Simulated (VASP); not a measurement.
Here is a VASP 6.6.1 calculation.

File INCAR:

```
ALGO     = Normal         # electronic algorithm
EDIFF    = 1E-7           # SCF threshold, eV
EDIFFG   = -0.005         # ionic threshold
ENCUT    = 600            # plane-wave cutoff, eV
GGA      = PS             # functional
IBRION   = 2              # ionic algorithm
ISIF     = 3              # what is computed and relaxed
ISMEAR   = 0              # smearing method
KPAR     = 2            
LASPH    = T              # aspherical terms in the spheres
LCHARG   = F              # write CHGCAR
LREAL    = F              # projectors in reciprocal space
LWAVE    = F              # write WAVECAR
NELM     = 80             # most SCF steps
NSW      = 90             # ionic steps
PREC     = Accurate       # precision mode
SIGMA    = 0.03           # smearing width, eV
```

The input KPOINTS:

```
k-points
0
Gamma
  10 10 10
```

POSCAR

```
Ge                                      
1.0
   -0.0000000000      2.8376024275      2.8376024275
    2.8376024275      0.0000000000      2.8376024275
    2.8376024275      2.8376024275      0.0000000000
  Ge            
     2
Direct
     0.0000000000000000    0.0000000000000000    0.0000000000000000
     0.2500000000000000    0.2500000000000000    0.2500000000000000
```

Potentials or basis: VASP PAW PBE potentials, release 64 (Ge_d).

Launch:

```bash
$ cat potpaw_PBE.64/Ge_d/POTCAR > POTCAR
$ mpirun -np 2 vasp_std > vasp.out
```

Question: What does it give for the relaxed volume?

Answer: 22.83 Å³/atom.

Question: Predict the relaxed cell.

Answer: a = 4.012 Å, b = 4.012 Å, c = 4.012 Å, α = 60.00°, β = 60.00°, γ = 60.00°.

Question: What does it give for the band gap on the k mesh?

Answer: None (metal or under the smearing width).

Final structure:
```cif
data_structure
_symmetry_space_group_name_H-M 'P 1'
_symmetry_Int_Tables_number 1
_cell_length_a 4.0121
_cell_length_b 4.0121
_cell_length_c 4.0121
_cell_angle_alpha 60.000
_cell_angle_beta 60.000
_cell_angle_gamma 60.000
_cell_volume 45.67
loop_
_atom_site_label
_atom_site_type_symbol
_atom_site_fract_x
_atom_site_fract_y
_atom_site_fract_z
_atom_site_occupancy
Ge1 Ge 0.00000 0.00000 0.00000 1
Ge2 Ge 0.25000 0.25000 0.25000 1
```

Caveat: the PAW data sets were made with another functional, which shifts forces and pressure a little; this crystal is a semiconductor, whose small gap the functional closes, so the metal is an error of the method.
